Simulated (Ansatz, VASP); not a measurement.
# SrCl2 in VASP and in Ansatz

The input INCAR:

```
SYSTEM = SrCl2
ALGO     = Normal         ! electronic algorithm
EDIFF    = 1E-8           ! SCF threshold, eV
ENCUT    = 520            ! plane-wave cutoff, eV
GGA      = PE             ! functional
ISIF     = 2              ! what is computed and relaxed
ISMEAR   = -1             ! smearing method
LASPH    = .TRUE.         ! aspherical terms in the spheres
LCHARG   = .FALSE.        ! write CHGCAR
LEFG     = .TRUE.       
LREAL    = .FALSE.        ! projectors in reciprocal space
LWAVE    = .FALSE.        ! write WAVECAR
NBANDS   = 19             ! bands
NELM     = 60             ! most SCF steps
PREC     = Accurate       ! precision mode
SIGMA    = 0.08           ! smearing width, eV
```

Contents of KPOINTS:

```
k-points
0
G
  10 10 10
  0 0 0
```

POSCAR

```
SrCl2
1.0
    0.0000000000      3.5202332848      3.5202332848
    3.5202332848      0.0000000000      3.5202332848
    3.5202332848      3.5202332848      0.0000000000
Sr Cl
1 2
Direct
    0.0000000000      0.0000000000      0.0000000000
    0.2500000000      0.2500000000      0.2500000000
    0.7500000000      0.7500000000      0.7500000000
```

Input for Ansatz:

```yaml
crystal:
  lattice:
    - [0.0, 3.5202332848, 3.5202332848]
    - [3.5202332848, 0.0, 3.5202332848]
    - [3.5202332848, 3.5202332848, 0.0]
  atoms:
    - { symbol: Sr, position: [0.0, 0.0, 0.0] }
    - { symbol: Cl, position: [0.25, 0.25, 0.25] }
    - { symbol: Cl, position: [0.75, 0.75, 0.75] }
kpoints:
  mp_grid: { grid: [10, 10, 10] }
  band_path:
    path:
      - [0.0, 0.0, 0.0]
      - [0.5, 0.0, 0.5]
      - [0.625, 0.25, 0.625]
      - [0.375, 0.375, 0.75]
      - [0.0, 0.0, 0.0]
      - [0.5, 0.5, 0.5]
      - [0.5, 0.25, 0.75]
      - [0.5, 0.0, 0.5]
    npoints: 14
scf:
  occupations: { method: fermi_dirac, width: 0.08 }
hamiltonian:
  xc: pbe
  pseudopotentials: { kind: paw }
output:
  forces: true
  stress: true
  eigenvalues: true
  efg: { contact_densities: true }
  populations: true
  bader: true
  dos: { projected: true, de: 0.2, e_range: [-14, 8] }
  write_density: true
  write_potential: true
  elf: true
  volumetric_format: npy
```

Alike in both runs: task electric field gradients; functional PBE; k mesh 10 × 10 × 10; occupations fermi-dirac, width 0.08 eV; no spin polarisation.

```csv
,VASP,Ansatz
version,VASP 6.6.1,Ansatz 0.2.0
potentials or method,"VASP PAW PBE potentials, release 64 (Sr_sv, Cl)","PAW with Ansatz's default frozen-core files, scalar-relativistic"
plane-wave cutoff (eV),520,420
valence electrons in the cell,24,24
```

VASP gave:

```
gap on the k mesh at the Fermi level (eV)                      : 5.23
pressure (GPa)                                                 : 0.1
Vzz of the field gradient on the site that differs most (V/Å²) : 0.0
```

Question: Estimate Ansatz's values.

Answer: gap on the k mesh at the Fermi level (eV): 5.24; pressure (GPa): 0.0; Vzz of the field gradient on the site that differs most (V/Å²): 0.0.

Ansatz warned: «gradients_without_spin_orbit».

A k mesh can miss the band edges. As with any semilocal functional, this PBE gap is likely too small.
